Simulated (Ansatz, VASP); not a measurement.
## Ni in VASP and in Ansatz

```
Ni
1.0
     0.00000    1.77966    1.77966
     1.77966    0.00000    1.77966
     1.77966    1.77966    0.00000
Ni
1
Direct
  0.00000 0.00000 0.00000
```

Change from the starting cell: volume scaled by 1.02.

Alike in both runs: task single point; functional PBE; k mesh 18 × 18 × 18; occupations fermi-dirac, width 0.05 eV; collinear spin.

|  | VASP | Ansatz |
| --- | --- | --- |
| version | VASP 6.6.1 | Ansatz 0.2.0 |
| potentials or method | VASP PAW PBE potentials, release 64 (Ni), cutoff 520 eV | all-electron LAPW, scalar-relativistic |

|  | VASP | Ansatz | Ansatz less VASP |
| --- | --- | --- | --- |
| pressure (GPa) | -6.3 | -6.4 | -0.07 |
| net moment per atom (μB) | 0.62 | 0.63 | +0.008 |
| size of the moment on the site where the two differ most (μB) | 0.64 | 0.65 | +0.018 |

Site moments also hang on the region over which each program counts them. Ansatz ran all-electron here, so the differences hold the error of VASP's frozen core and of both bases.
